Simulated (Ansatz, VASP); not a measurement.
**Hf: VASP beside Ansatz**

```xyz
2
Lattice="3.1328 0.0000 0.0000 -1.5664 2.7131 0.0000 0.0000 0.0000 5.0578" Properties=species:S:1:pos:R:3 pbc="T T T"
Hf    0.0000    1.8087    1.2645
Hf    1.5664    0.9044    3.7934
```

Change from the starting cell: equal xx and yy strain of -2 %.

Alike in both runs: task single point; functional PBEsol; k mesh 13 × 13 × 7; occupations fermi-dirac, width 0.05 eV; no spin polarisation.

|  | VASP | Ansatz |
| --- | --- | --- |
| version | VASP 6.6.1 | Ansatz 0.2.0 |
| potentials or method | VASP PAW PBE potentials, release 64 (Hf_pv), cutoff 520 eV | all-electron LAPW, scalar-relativistic |

|  | VASP | Ansatz | Ansatz less VASP |
| --- | --- | --- | --- |
| pressure (GPa) | 0.2 | 0.6 | +0.40 |
| largest component of the traceless stress (GPa) | 1.74 | 1.66 | -0.077 |

Ansatz ran all-electron here, so the differences hold the error of VASP's frozen core and of both bases.

Caveats: the PAW data sets were made with another functional, which shifts forces and pressure a little (VASP). The runs have no spin-orbit coupling, so splittings on Hf are missing.
